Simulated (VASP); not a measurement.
Runs of VASP 6.6.1 on Rh. Symmetry: Fm-3m, No. 225, cubic system. Conventional cell: a = 3.796 Å, b = 3.796 Å, c = 3.796 Å, α = 90.00°, β = 90.00°, γ = 90.00°. Rh (site symmetry m-3m) is surrounded by 12 Rh at 2.68 Å. 

```tsv
task	level	potentials or basis	U	cell	k mesh	cutoff (eV)	smearing	monkhorst-Pack mesh	grid for exact exchange (PRECFOCK)	screening parameter	other keys	mesh quality	gap on the mesh (eV)	pressure (GPa)
single point	r2SCAN	VASP PAW PBE potentials, release 64 (Rh_pv)	-	volume scaled by 1.25	10 × 10 × 10	600	tetrahedron	-	-	-	k = 10 × 10 × 10; ENCUT = 600; NBANDS = 12	not flagged	none	-34.7
single point	LDA	VASP PAW LDA potentials, release 64 (Rh_pv)	-	as given	12 × 12 × 12	520	gaussian 0.05 eV	-	-	-	-	not flagged	none	-9.1
optical spectrum	TPSS+D3(BJ)	VASP PAW PBE potentials, release 64 (Rh_sv_GW)	-	as given	12 × 12 × 12	600	gaussian 0.05 eV	yes	-	-	shifted = yes	not flagged	-	-10.7
relaxation of cell and atoms	RPBE+D4+U	VASP PAW PBE potentials, release 54 (Rh)	Rh d U = 4 eV	relaxed	12 × 12 × 12	580	methfessel-paxton 0.2 eV	-	-	-	-	not flagged	none	0.2
band structure	SCAN	VASP PAW PBE potentials, release 54 (Rh_pv)	-	as given	12 × 12 × 12	520	gaussian 0.1 eV	-	-	-	NELMIN = 8; LREAL = Auto	not flagged	-	(b)
single point	HSE06	VASP PAW PBE potentials, release 64 (Rh)	-	as given	6 × 6 × 6	500	gaussian 0.05 eV	-	Fast	0.200000 1/A	-	coarse	none	(a)
```

Alike in all rows: no spin polarisation.

Problem. Estimate the missing entries.

Solution. (a) -2.7; (b) -2.9.

Caveats: some runs use coarse meshes; the PAW data sets were made with another functional, which shifts forces and pressure a little (some runs); pairwise dispersion overbinds metals, which lowers pressure and volume (some runs); tetrahedron occupations give inexact forces and stress in metals (some runs); spectra need much finer meshes, so this one isn't converged (some runs); independent-particle spectra lack excitons (some runs); the intraband (Drude) part of a metal's response may be missing (some runs); U without spin polarisation on a metal has little footing (some runs).

A k mesh can miss the band edges, and the runs leave out spin-orbit coupling on Rh.

A gap of «none» marks a metal or a gap under the smearing width.

The runs don't all hold the same shells in valence.

Runs at the PBE level aren't shown here.
